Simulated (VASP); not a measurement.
Set up this calculation in VASP 6.6.1, as the native input.

```
Task                   : relaxation of the atoms
Functional             : PBEsol
Potentials or basis    : VASP PAW PBE potentials, release 64 (Te, Pb_d)
Cutoff                 : 600 eV
k mesh                 : 8 × 8 × 8
Occupations            : gaussian, width 0.03 eV
Spin                   : no spin polarisation
Further INCAR settings : ALGO = Normal; EDIFF = 1e-07; IBRION = 2; EDIFFG = -0.01; NSW = 40
```

The structure of TePb lies in POSCAR:

```
TePb                                    
1.0
    0.0000000000      3.2850411860      3.2850411860
    3.2850411860      0.0000000000      3.2850411860
    3.2850411860      3.2850411860      0.0000000000
  Te              Pb            
     1     1
Direct
     0.5000000000000000    0.5000000000000000    0.5000000000000000
     0.0000000000000000    0.0000000000000000    0.0000000000000000
```

The cell isn't the ideal one: a relaxed cell with its volume scaled by 1.06.

The input as run:

INCAR

```
SYSTEM = TePb
PREC = Accurate
ENCUT = 600
EDIFF = 1E-7
ISMEAR = 0
SIGMA = 0.03
LREAL = .False.
LASPH = .True.
NELM = 80
ALGO = Normal
ISIF = 2
LWAVE = .False.
LCHARG = .False.
GGA = PS
IBRION = 2
NSW = 40
EDIFFG = -0.01
```

KPOINTS

```
Automatic mesh
0
Gamma
  8 8 8
  0 0 0
```

Potentials or basis: VASP PAW PBE potentials, release 64 (Te, Pb_d).

The run is started by

```bash
$ cat potpaw_PBE.64/Te/POTCAR potpaw_PBE.64/Pb_d/POTCAR > POTCAR
$ mpirun -np 1 vasp_std > vasp.out
```

Results of the run:

- Pressure after relaxing: -2.3 GPa
- Band gap on the k mesh: 0.77 eV, direct

Caveat: the relaxation stopped at its first step, so nothing moved; the PAW data sets were made with another functional, which shifts forces and pressure a little; spin-orbit coupling is left out, which as a rule narrows the gap of such compounds by several tenths of an eV.

It took 17 s on 1 thread of Intel(R) Xeon(R) 6975P-C (Granite Rapids), on a shared host, peak memory 0.25 GiB.
